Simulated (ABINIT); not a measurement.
# ScAl3 (Pm-3m) in ABINIT: a series of runs, part 2 of 2

ABINIT 10.8.3 (patched build).

### 3 Band structure, WC

Input file run.abi:

```
# Datasets: ground state, then fixed potential
ndtset 2

# Pseudopotentials
pp_dirpath "./"
pseudos "Sc.GGA_PBE-JTH.xml, Al.GGA_PBE-JTH.xml"

# Structure
acell 3*1.0 Angstrom
rprim
     4.0878065700     0.0000000000     0.0000000000
     0.0000000000     4.0878065700     0.0000000000
     0.0000000000     0.0000000000     4.0878065700
ntypat 2
znucl 21 13
natom 4
typat 1 2 2 2
xred
     0.0000000000     0.0000000000     0.0000000000
     0.5000000000     0.5000000000     0.0000000000
     0.0000000000     0.5000000000     0.5000000000
     0.5000000000     0.0000000000     0.5000000000

# Plane-wave basis
ecut 15.0
pawecutdg 30.0

# Exchange and correlation
ixc 23

# Bands and occupations
occopt 3
tsmear 0.05 eV

# SCF cycle
nstep 100

# Output
iomode 3
prtwf 0
prteig 0
prtebands 0
enunit 1
prtden1 1
prtvha1 1
prtvclmb1 1
prtpot1 1

# Dataset 1
kptopt1 1
ngkpt1 7 7 7
nshiftk1 1
shiftk1 0.0 0.0 0.0
nband1 14
tolvrs1 1.0e-9

# Dataset 2: bands along G-X-M-G-R-X
iscf2 -2
getden2 1
nband2 20
nbdbuf2 4
tolwfr2 1.0e-11
kptopt2 -5
ndivsm2 6
prteig2 1
kptbounds2
     0.0000000000     0.0000000000     0.0000000000
     0.0000000000     0.5000000000     0.0000000000
     0.5000000000     0.5000000000     0.0000000000
     0.0000000000     0.0000000000     0.0000000000
     0.5000000000     0.5000000000     0.5000000000
     0.0000000000     0.5000000000     0.0000000000
```

Potentials or basis: JTH PAW PBE v2.0.

Started as:

```bash
abinit run.abi > log 2>&1
```

run.abo:

```text
.Version 10.8.3 of ABINIT
 DATASET    1 : space group Pm -3 m (#221); Bravais cP (primitive cubic)
================================================================================
 Values of the parameters that define the memory need for DATASET  1.
     intxc =       0    ionmov =       0      iscf =      17    lmnmax =      18
     lnmax =       6     mgfft =      30  mpssoang =       3    mqgrid =    3001
     natom =       4  nloc_mem =       2    nspden =       1   nspinor =       1
    nsppol =       1      nsym =      48    n1xccc =       1    ntypat =       2
    occopt =       3   xclevel =       2
       mpw =        1293          nfft =       27000          nkpt =          20
 PAW method is used; the additional fine FFT grid is defined by:
   mgfftf=        40    nfftf =     64000
================================================================================
================================================================================

 DATASET    2 : space group Pm -3 m (#221); Bravais cP (primitive cubic)
================================================================================
 Values of the parameters that define the memory need for DATASET  2.
     intxc =       0    ionmov =       0      iscf =      -2    lmnmax =      18
     lnmax =       6     mgfft =      30  mpssoang =       3    mqgrid =    3001
     natom =       4  nloc_mem =       2    nspden =       1   nspinor =       1
    nsppol =       1      nsym =      48    n1xccc =       1    ntypat =       2
    occopt =       3   xclevel =       2
       mpw =        1303          nfft =       27000          nkpt =          39
 PAW method is used; the additional fine FFT grid is defined by:
   mgfftf=        40    nfftf =     64000
================================================================================
================================================================================

--------------------------------------------------------------------------------
------------- Echo of variables that govern the present computation ------------
--------------------------------------------------------------------------------
 -outvars: echo values of preprocessed input variables --------
            acell      1.8897261259E+00  1.8897261259E+00  1.8897261259E+00 Bohr
              amu      4.49559100E+01  2.69815390E+01
             ecut      1.50000000E+01 Hartree
           enunit           1
           getden1          0
           getden2          1
             iscf1         17
             iscf2         -2
              ixc          23
           jdtset        1    2
           kptopt1          1
           kptopt2         -5
         kptrlatt        7    0    0      0    7    0      0    0    7
          kptrlen1     5.40738441E+01
          kptrlen2     3.00000000E+01
            natom           4
            nband1         14
            nband2         20
           nbdbuf1          0
           nbdbuf2          4
           ndtset           2
           ndivsm1          0
           ndivsm2          6
            ngfft          30      30      30
          ngfftdg          40      40      40
             nkpt1         20
             nkpt2         39
            nstep         100
             nsym          48
           ntypat           2
           occopt           3
        pawecutdg      3.00000000E+01 Hartree
         pawxcdev           0
        prtebands           0
           prteig1          0
           prteig2          1
           prtpot1          1
           prtpot2          0
[... 616 lines left out ...]
- [  0.0000000,   7.7248349,   0.0000000, ]
- [  0.0000000,   0.0000000,   7.7248349, ]
lattice_lengths: [   7.72483,    7.72483,    7.72483, ]
lattice_angles: [ 90.000,  90.000,  90.000, ] # degrees, (23, 13, 12)
lattice_volume:   4.6096464E+02
convergence: {deltae:  0.000E+00, res2:  0.000E+00, residm:  9.975E-12, diffor:  0.000E+00, }
etotal    :  -5.33918581E+01
entropy   :   0.00000000E+00
fermie    :   3.21146912E-01
cartesian_stress_tensor: null
pressure_GPa: null
xred      :
- [  0.0000E+00,   0.0000E+00,   0.0000E+00, Sc]
- [  5.0000E-01,   5.0000E-01,   0.0000E+00, Al]
- [  0.0000E+00,   5.0000E-01,   5.0000E-01, Al]
- [  5.0000E-01,   0.0000E+00,   5.0000E-01, Al]
cartesian_forces: null
force_length_stats: {min: null, max: null, mean: null, }
...

 Integrated electronic density in atomic spheres:
 ------------------------------------------------
 Atom  Sphere_radius  Integrated_density
    1        2.41051          9.34259664
    2        1.90363          0.74424431
    3        1.90363          0.74424431
    4        1.90363          0.74424431

================================================================================

 ----iterations are completed or convergence reached----

 Mean square residual over all n,k,spin=   45.840E-13; max=  99.745E-13
 reduced coordinates (array xred) for    4 atoms
       0.000000000000      0.000000000000      0.000000000000
       0.500000000000      0.500000000000      0.000000000000
       0.000000000000      0.500000000000      0.500000000000
       0.500000000000      0.000000000000      0.500000000000

 cartesian coordinates (angstrom) at end:
    1      0.00000000000000     0.00000000000000     0.00000000000000
    2      2.04390328500000     2.04390328500000     0.00000000000000
    3      0.00000000000000     2.04390328500000     2.04390328500000
    4      2.04390328500000     0.00000000000000     2.04390328500000
 length scales=  1.889726125908  1.889726125908  1.889726125908 bohr
              =  1.000000000000  1.000000000000  1.000000000000 angstroms
 Eigenvalues (   eV  ) for nkpt=  39  k points:
 kpt#   1, nband= 20, wtk=  1.00000, kpt=  0.0000  0.0000  0.0000 (reduced coord)
 -39.99248  -18.78666  -18.78666  -18.78666   -1.18649    6.21019    6.21019    7.02219
   7.02219    7.02219   10.11513   10.12540   10.12540   10.12540   13.58371   13.58371
  14.10259   14.10259   14.10259   17.21795
 kpt#   2, nband= 20, wtk=  1.00000, kpt=  0.0000  0.0833  0.0000 (reduced coord)
 -39.99239  -18.78887  -18.78648  -18.78648   -1.12247    5.61653    6.26044    7.03015
   7.03015    7.43883   10.08704   10.08704   10.14543   10.38904   12.95801   13.66349
  14.16209   14.16209   14.59571   16.30147
 kpt#   3, nband= 20, wtk=  1.00000, kpt=  0.0000  0.1667  0.0000 (reduced coord)
 -39.99214  -18.79489  -18.78601  -18.78601   -0.93174    4.67286    6.40789    7.05083
   7.05083    7.97215    9.99775    9.99775   10.20107   11.02596   12.08924   13.94594
  14.15968   14.15968   15.09197   15.83080
 kpt#   4, nband= 20, wtk=  1.00000, kpt=  0.0000  0.2500  0.0000 (reduced coord)
 -39.99181  -18.80311  -18.78535  -18.78535   -0.61869    3.70514    6.64194    7.07632
   7.07632    8.50995    9.90911    9.90911   10.28046   11.23805   11.59998   13.80178
  13.80178   14.56293   15.10435   15.41323
 kpt#   5, nband= 20, wtk=  1.00000, kpt=  0.0000  0.3333  0.0000 (reduced coord)
[... 125 lines left out ...]
   6.64464    7.63921    9.83089   10.92631   11.00791   11.36682   11.79323   12.48571
  13.45145   15.32595   15.34325   15.53285
 kpt#  37, nband= 20, wtk=  1.00000, kpt=  0.1250  0.5000  0.1250 (reduced coord)
 -39.99079  -18.81816  -18.78841  -18.78794    0.91404    1.79515    6.21730    6.67568
   6.95159    8.45529   10.35824   10.45248   10.91600   10.94414   11.18236   12.43490
  13.05405   15.12567   15.39244   15.52424
 kpt#  38, nband= 20, wtk=  1.00000, kpt=  0.0625  0.5000  0.0625 (reduced coord)
 -39.99106  -18.81914  -18.78520  -18.78506    0.74193    1.58128    6.81673    6.98570
   7.22923    9.29447   10.02365   10.07223   10.31728   10.75980   11.01294   12.70215
  12.89723   14.33944   15.65179   15.83635
 kpt#  39, nband= 20, wtk=  1.00000, kpt=  0.0000  0.5000  0.0000 (reduced coord)
 -39.99115  -18.81949  -18.78405  -18.78405    0.68452    1.50869    7.11529    7.11529
   7.35139    9.68237    9.84219    9.84219   10.21567   10.45339   10.97431   12.85319
  12.85319   14.00800   15.72523   16.19433

== END DATASET(S) ==============================================================
================================================================================

 -outvars: echo values of variables after computation  --------
            acell      1.8897261259E+00  1.8897261259E+00  1.8897261259E+00 Bohr
           etotal1    -5.3391858108E+01
            fcart1    -0.0000000000E+00 -0.0000000000E+00 -0.0000000000E+00
                      -0.0000000000E+00 -0.0000000000E+00 -0.0000000000E+00
                      -0.0000000000E+00 -0.0000000000E+00 -0.0000000000E+00
                      -0.0000000000E+00 -0.0000000000E+00 -0.0000000000E+00
            rprim      4.0878065700E+00  0.0000000000E+00  0.0000000000E+00
                       0.0000000000E+00  4.0878065700E+00  0.0000000000E+00
                       0.0000000000E+00  0.0000000000E+00  4.0878065700E+00
           strten1     2.9778327678E-05  2.9778327678E-05  2.9778327678E-05
                       0.0000000000E+00  0.0000000000E+00  0.0000000000E+00
           xangst      0.0000000000E+00  0.0000000000E+00  0.0000000000E+00
                       2.0439032850E+00  2.0439032850E+00  0.0000000000E+00
                       0.0000000000E+00  2.0439032850E+00  2.0439032850E+00
                       2.0439032850E+00  0.0000000000E+00  2.0439032850E+00
             xred      0.0000000000E+00  0.0000000000E+00  0.0000000000E+00
                       5.0000000000E-01  5.0000000000E-01  0.0000000000E+00
                       0.0000000000E+00  5.0000000000E-01  5.0000000000E-01
                       5.0000000000E-01  0.0000000000E+00  5.0000000000E-01
 Calculation completed.
```

It took 31 s on 1 thread of Intel Xeon Platinum 8488C (Sapphire Rapids), shared host; peak memory 0.13 GiB.

Results:

```yaml
Free_energy: -1452.8665 eV
Pressure: -0.9 GPa
Band_gap_on_the_k_mesh: none (metal or under the smearing width)
Valence_electrons_inside_the_program's_atomic_spheres: Sc 9.34; Al 0.74
```

Levels at the corners of the path, in eV from the Fermi level:
```csv
point,band 8,band 9,band 10,band 11,band 12,band 13
Γ,-1.72,-1.72,-1.72,1.38,1.39,1.39
X,-1.62,-1.39,0.94,1.10,1.10,1.48
M,-4.27,-0.45,-0.45,1.32,1.46,2.15
Γ,-1.72,-1.72,-1.72,1.38,1.39,1.39
R,-4.37,-2.86,-2.86,-2.86,1.03,2.68
X,-1.62,-1.39,0.94,1.10,1.10,1.48
```

Caveat: the PAW data sets were made with another functional, which shifts forces and pressure a little.

### 4 Equation of state, WC

Input file run.abi:

```
# Datasets: one volume each
ndtset 7
getwfk -1
scalecart1 3*0.9795861087
scalecart2 3*0.9864848297
scalecart3 3*0.9932883884
scalecart4 3*1.0000000000
scalecart5 3*1.0066227096
scalecart6 3*1.0131594038
scalecart7 3*1.0196128224

# Pseudopotentials
pp_dirpath "./"
pseudos "Sc.GGA_PBE-JTH.xml, Al.GGA_PBE-JTH.xml"

# Structure
acell 3*1.0
rprim
     7.7248348677     0.0000000000     0.0000000000
     0.0000000000     7.7248348677     0.0000000000
     0.0000000000     0.0000000000     7.7248348677
ntypat 2
znucl 21 13
natom 4
typat 1 2 2 2
xred
     0.0000000000     0.0000000000     0.0000000000
     0.5000000000     0.5000000000     0.0000000000
     0.0000000000     0.5000000000     0.5000000000
     0.5000000000     0.0000000000     0.5000000000

# Plane-wave basis
ecut 408.170794 eV
pawecutdg 30.0

# k points
kptopt 1
ngkpt 7 7 7
nshiftk 1
shiftk 0.0 0.0 0.0

# Exchange and correlation
ixc 23

# Bands and occupations
nband 14
occopt 3
tsmear 0.00183747

# SCF cycle
nstep 100
tolvrs 1.0e-9

# Output
iomode 3
prtwf 1
prtden 0
prteig 0
prtebands 0
enunit 2
```

Potentials or basis: JTH PAW PBE v2.0.

Started as:

```bash
abinit run.abi > log 2>&1
```

run.abo:

```text
.Version 10.8.3 of ABINIT
 DATASET    1 : space group Pm -3 m (#221); Bravais cP (primitive cubic)
================================================================================
 Values of the parameters that define the memory need for DATASET  1.
     intxc =       0    ionmov =       0      iscf =      17    lmnmax =      18
     lnmax =       6     mgfft =      30  mpssoang =       3    mqgrid =    3001
     natom =       4  nloc_mem =       2    nspden =       1   nspinor =       1
    nsppol =       1      nsym =      48    n1xccc =       1    ntypat =       2
    occopt =       3   xclevel =       2
       mpw =        1225          nfft =       27000          nkpt =          20
 PAW method is used; the additional fine FFT grid is defined by:
   mgfftf=        40    nfftf =     64000
================================================================================
================================================================================
[... 71 lines left out ...]
 DATASET    7 : space group Pm -3 m (#221); Bravais cP (primitive cubic)
================================================================================
 Values of the parameters that define the memory need for DATASET  7.
     intxc =       0    ionmov =       0      iscf =      17    lmnmax =      18
     lnmax =       6     mgfft =      30  mpssoang =       3    mqgrid =    3001
     natom =       4  nloc_mem =       2    nspden =       1   nspinor =       1
    nsppol =       1      nsym =      48    n1xccc =       1    ntypat =       2
    occopt =       3   xclevel =       2
       mpw =        1370          nfft =       27000          nkpt =          20
 PAW method is used; the additional fine FFT grid is defined by:
   mgfftf=        40    nfftf =     64000
[... 1638 lines left out ...]
           etotal5    -5.3391352242E+01
           etotal6    -5.3390343248E+01
           etotal7    -5.3388885669E+01
            fcart1    -0.0000000000E+00 -0.0000000000E+00 -0.0000000000E+00
                      -0.0000000000E+00 -0.0000000000E+00 -0.0000000000E+00
                      -0.0000000000E+00 -0.0000000000E+00 -0.0000000000E+00
                      -0.0000000000E+00 -0.0000000000E+00 -0.0000000000E+00
            fcart2    -0.0000000000E+00 -0.0000000000E+00 -0.0000000000E+00
                      -0.0000000000E+00 -0.0000000000E+00 -0.0000000000E+00
                      -0.0000000000E+00 -0.0000000000E+00 -0.0000000000E+00
                      -0.0000000000E+00 -0.0000000000E+00 -0.0000000000E+00
            fcart3    -0.0000000000E+00 -0.0000000000E+00 -0.0000000000E+00
                      -0.0000000000E+00 -0.0000000000E+00 -0.0000000000E+00
[... 66 lines left out ...]
                       2.0439032836E+00  2.0439032836E+00  0.0000000000E+00
                       0.0000000000E+00  2.0439032836E+00  2.0439032836E+00
                       2.0439032836E+00  0.0000000000E+00  2.0439032836E+00
           xangst5     0.0000000000E+00  0.0000000000E+00  0.0000000000E+00
                       2.0574394615E+00  2.0574394615E+00  0.0000000000E+00
                       0.0000000000E+00  2.0574394615E+00  2.0574394615E+00
                       2.0574394615E+00  0.0000000000E+00  2.0574394615E+00
           xangst6     0.0000000000E+00  0.0000000000E+00  0.0000000000E+00
                       2.0707998322E+00  2.0707998322E+00  0.0000000000E+00
                       0.0000000000E+00  2.0707998322E+00  2.0707998322E+00
                       2.0707998322E+00  0.0000000000E+00  2.0707998322E+00
           xangst7     0.0000000000E+00  0.0000000000E+00  0.0000000000E+00
                       2.0839899957E+00  2.0839899957E+00  0.0000000000E+00
                       0.0000000000E+00  2.0839899957E+00  2.0839899957E+00
                       2.0839899957E+00  0.0000000000E+00  2.0839899957E+00
             xred      0.0000000000E+00  0.0000000000E+00  0.0000000000E+00
                       5.0000000000E-01  5.0000000000E-01  0.0000000000E+00
                       0.0000000000E+00  5.0000000000E-01  5.0000000000E-01
                       5.0000000000E-01  0.0000000000E+00  5.0000000000E-01
 Calculation completed.
```

It took 91 s on 1 thread of Intel Xeon Platinum 8488C (Sapphire Rapids), shared host; peak memory 0.14 GiB.

What came out:

| Quantity | Value |
| --- | --- |
| Equilibrium volume | 16.93 Å³/atom |
| Bulk modulus | 91 GPa |
| Pressure derivative of the bulk modulus | 4.0 |

Energy against volume, from the lowest point:
```tsv
volume (Å³/atom)	energy (meV/atom)
16.052	13.85
16.394	4.78
16.735	0.29
17.077	0.00
17.419	3.44
17.760	10.31
18.102	20.22
```

Caveat: pressures at fixed basis lie under the slope of the energies; the PAW data sets were made with another functional, which shifts forces and pressure a little.

### 5 Band structure, PBEsol

Input file run.abi:

```
# Datasets: ground state, then fixed potential
ndtset 2

# Pseudopotentials
pp_dirpath "./"
pseudos "Sc.GGA_PBE-JTH.xml, Al.GGA_PBE-JTH.xml"

# Structure
acell 7.7248348677 7.7248348677 7.7248348677
rprim
     1.0000000000     0.0000000000     0.0000000000
     0.0000000000     1.0000000000     0.0000000000
     0.0000000000     0.0000000000     1.0000000000
ntypat 2
znucl 21 13
natom 4
typat 1 2 2 2
xcart
     0.0000000000     0.0000000000     0.0000000000
     3.8624174339     3.8624174339     0.0000000000
     0.0000000000     3.8624174339     3.8624174339
     3.8624174339     0.0000000000     3.8624174339

# Plane-wave basis
ecut 15.0
pawecutdg 30.0

# Exchange and correlation
ixc -116133

# Bands and occupations
occopt 3
tsmear 0.05 eV

# SCF cycle
nstep 100

# Output
iomode 3
prtwf 0
prteig 0
prtebands 0
enunit 1
prtden1 1

# Dataset 1
kptopt1 1
ngkpt1 7 7 7
nshiftk1 1
shiftk1 0.0 0.0 0.0
nband1 14
tolvrs1 1.0e-9

# Dataset 2: bands along G-X-M-G-R-X
iscf2 -2
getden2 1
nband2 20
nbdbuf2 4
tolwfr2 1.0e-11
kptopt2 -5
ndivsm2 8
prteig2 1
prtvol2 -3
kptbounds2
     0.0000000000     0.0000000000     0.0000000000
     0.0000000000     0.5000000000     0.0000000000
     0.5000000000     0.5000000000     0.0000000000
     0.0000000000     0.0000000000     0.0000000000
     0.5000000000     0.5000000000     0.5000000000
     0.0000000000     0.5000000000     0.0000000000
```

Started as:

```bash
abinit run.abi > log 2>&1
```

Run time: 50 s. Hardware: 1 thread of Intel Xeon Platinum 8488C (Sapphire Rapids), shared host; peak memory 0.13 GiB.

It converged, with:

| Quantity | Value |
| --- | --- |
| Free energy | -1451.7409 eV |
| Pressure | -1.0 GPa |
| Band gap on the k mesh | none (metal or under the smearing width) |
| Valence electrons inside the program's atomic spheres | Sc 9.34; Al 0.74 |

Levels at the corners of the path, in eV from the Fermi level:
| point | band 6 | band 7 | band 8 | band 9 | band 10 | band 11 | band 12 | band 13 | band 14 | band 15 |
| --- | --- | --- | --- | --- | --- | --- | --- | --- | --- | --- |
| Γ | -2.53 | -2.53 | -1.71 | -1.71 | -1.71 | 1.34 | 1.39 | 1.39 | 1.39 | 4.88 |
| X | -7.23 | -1.62 | -1.62 | -1.40 | 0.97 | 1.10 | 1.10 | 1.45 | 1.72 | 2.24 |
| M | -5.53 | -5.53 | -4.28 | -0.45 | -0.45 | 1.32 | 1.46 | 2.15 | 2.58 | 3.53 |
| Γ | -2.53 | -2.53 | -1.71 | -1.71 | -1.71 | 1.34 | 1.39 | 1.39 | 1.39 | 4.88 |
| R | -4.69 | -4.69 | -4.38 | -2.86 | -2.86 | -2.86 | 1.02 | 2.69 | 2.69 | 4.14 |
| X | -7.23 | -1.62 | -1.62 | -1.40 | 0.97 | 1.10 | 1.10 | 1.45 | 1.72 | 2.24 |

Caveat: the PAW data sets were made with another functional, which shifts forces and pressure a little.

### 6 Summary

| task | level | gap on the mesh (eV) | pressure (GPa) |
| --- | --- | --- | --- |
| band structure | WC | none | -0.9 |
| equation of state | WC | - | - |
| band structure | PBEsol | none | -1.0 |

Alike in all rows: potentials or basis JTH PAW PBE v2.0; no spin polarisation; cell as given; k mesh 7 × 7 × 7; cutoff (eV) 408; smearing fermi-dirac 0.05 eV.

Caveats: the PAW data sets were made with another functional, which shifts forces and pressure a little; pressures at fixed basis lie under the slope of the energies (some runs).

Absolute energies hang on the potentials; compare differences alone.

### 7 Comparison with measurements

Step 4. Measured bulk modulus of ScAl3: 91.5 GPa (298 K; quoted in “A Combined Experimental and First-Principles Based Assessment of Finite-Temperature Thermodynamic Properties of Intermetallic Al3Sc”, 2021, pmc:8067998). This calculation gives 91 GPa (-0.3 %). The fit is for a static lattice scaled at fixed shape and fixed fractional positions.
